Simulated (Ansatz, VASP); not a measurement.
**Two plane-wave programs on V**

```
V
1.0
     4.21994    0.00000    0.00000
    -2.10997    3.65457    0.00000
     0.00000    0.00000    4.04389
V
4
Direct
  0.00000 0.00000 0.25000
  0.00000 0.00000 0.75000
  0.33333 0.66667 0.75000
  0.66667 0.33333 0.25000
```

Alike in both runs: functional PBE; k mesh 6 × 6 × 2; occupations gaussian, width 0.1 eV; no spin polarisation.

Ansatz relaxed the structure, and its values are those at the end. VASP's run is a single point on that final structure, the one shown.

|  | VASP | Ansatz |
| --- | --- | --- |
| version | VASP 6.6.1 | Ansatz 0.2.0 |
| potentials or method | VASP PAW PBE potentials, release 64 (V_sv) | scalar-relativistic, plane waves, PAW |
| plane-wave cutoff (eV) | 520 | 420 |
| valence electrons in the cell | 52 | 52 |

|  | VASP | Ansatz | Ansatz less VASP |
| --- | --- | --- | --- |
| gap on the k mesh at the Fermi level (eV) | none | none | - |
| pressure (GPa) | 1.3 | 0.2 | -1.14 |

A gap of «none» marks a metal or a gap that the smearing closes.

Caveats: the k mesh is coarse (spacing up to 0.78 Å⁻¹), so the values aren't converged.
